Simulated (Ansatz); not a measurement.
# Tc in Ansatz: the effect of target pressure

The system is Tc.

```
Tc
1.0
     0.00000    1.95000    1.95000
     1.95000    0.00000    1.95000
     1.95000    1.95000    0.00000
Tc
1
Cartesian
  0.0000 0.0000 0.0000
```

This isn't the form of Tc at room conditions, which is hcp.

Alike in all runs:

```yaml
Program: Ansatz 0.2.0
Task: relaxation of cell and atoms
Functional: r2SCAN
Potentials_or_basis: Ansatz PAW earlier set
Cutoff: "500 eV (not typed: the program's choice for these potentials)"
k_mesh: 12 × 12 × 12
Occupations: fermi-dirac, width 0.05 eV
Spin: no spin polarisation
```

Each run relaxes the cell or the atoms first.

Q: One run gave: relaxed volume 13.19 Å³/atom. Which target pressure did it use?
A. 2 GPa
B. 30 GPa
C. 5 GPa
D. 10 GPa
E. 20 GPa

A: B.

| target pressure | relaxed volume (Å³/atom) |
| --- | --- |
| 0 GPa | 14.28 |
| 2 GPa | 14.19 |
| 5 GPa | 14.06 |
| 10 GPa | 13.86 |
| 20 GPa | 13.50 |
| 30 GPa | 13.19 |

Caveats: the plane-wave basis is chosen anew once the cell has moved, so the energies of steps on either side of that aren't comparable; the PAW data sets come from PBE, with cores solved anew for the run's functional, which leaves a small shift of forces and pressure.
